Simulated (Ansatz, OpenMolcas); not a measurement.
# A correction line for PBE/6-31G* (spherical functions): atomisation enthalpy at 298 K

The atomisation enthalpy at 298 K in kJ/mol of 7 carbon molecules: x at PBE/6-31G* (spherical functions), y from tabulated heats of molecules and atoms (Active Thermochemical Tables, CRC Handbook of Chemistry and Physics). Shapes, held fixed at every level: PBE0-D4/def2-TZVP. Flexible molecules stand in one conformer, not always the lowest. Computed values hold a harmonic thermal term (B3LYP/6-31G*, PBE/def2-SVP, PBE0-D4/def2-TZVP) and the atoms' spin-orbit lowering. Programs: Ansatz 0.2.0, OpenMolcas 26.06. A level may come from different programs for different species; with the same settings they agree closely.

| molecule | x (kJ/mol) | y (kJ/mol) |
| --- | --- | --- |
| C3H7Cl (1-chloropropane) | 4001 | 3930 |
| C4H6 (1,3-butadiene) | 4169 | 4065 |
| C4H8 (cyclobutane) | 4689 | 4584 |
| C4H8 (1-butene) | 4697 | 4612 |
| C4H8 (isobutene) | 4715 | ? |
| C4H9Cl (1-chlorobutane) | 5199 | 5105 |
| C5H8 (2,3-pentadiene) | 5333 | 5195 |

Q: Fit y = c + s·x to the known rows and predict y for C4H8 (isobutene).

A: 
1. Means of the 6 rows: x = 4681.33, y = 4581.8.
2. Σ(Δx)² = 1418291, Σ(Δx·Δy) = 1379150, so the slope is 1379150/1418291 = 0.9724.
3. Intercept: 4581.8 − (0.9724) × 4681.33 = 29.7. The largest residual of the fit is 21.
4. C4H8 (isobutene): 29.7 + 0.9724 × 4715 = 4615 kJ/mol.

The tabulated heats give 4629 kJ/mol, so the prediction is off by -14 kJ/mol, within the largest residual. Uncorrected, PBE/6-31G* (spherical functions) misses it by +86 kJ/mol, and the other rows by 100 on average. The line overshoots: the miss goes from +86 to -14. Left out in turn, the other rows are missed by 24 kJ/mol on average, so much of the error is systematic among these molecules. The heats of C3H7Cl, C4H9Cl come from older tables and can be uncertain by 10 kJ/mol or more.
